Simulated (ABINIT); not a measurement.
BN:

```
CELL_PARAMETERS angstrom
2.49824 0.00000 0.00000
-1.24912 2.16354 0.00000
0.00000 0.00000 6.63570
ATOMIC_POSITIONS crystal
N 0.66667 0.33333 0.25000
N 0.33333 0.66667 0.75000
B 0.66667 0.33333 0.75000
B 0.33333 0.66667 0.25000
```

Base run:

| Quantity | Value |
| --- | --- |
| Program | ABINIT 10.8.3 (patched build) |
| Functional | PBE |
| Potentials or basis | JTH PAW PBE v2.0 |
| Cutoff | 707 eV |
| k mesh | 12 × 12 × 4 |
| Occupations | fermi-dirac, width 0.05 eV |
| Spin | no spin polarisation |

Its results: band gap on the k mesh 4.28 eV, indirect (least direct gap 4.65 eV); pressure 5.3 GPa.

Problem. After a change of settings the same cell gave: band gap on the k mesh 4.67 eV, direct; pressure 5.4 GPa. Which change was it?
A. functional from PBE to SOGGA
B. k mesh from 12 × 12 × 4 to 10 × 10 × 3
C. functional from PBE to PBEsol; k mesh from 12 × 12 × 4 to 5 × 5 × 2
D. k mesh from 12 × 12 × 4 to 5 × 5 × 2

Solution. D.

Caveats: some runs use coarse meshes; this functional lacks dispersion, which binds the layers, so the pressure and a relaxed spacing across them are unreliable; the atomic spheres overlap; an odd mesh through Γ misses points on the zone boundary, where band edges often lie (some runs).
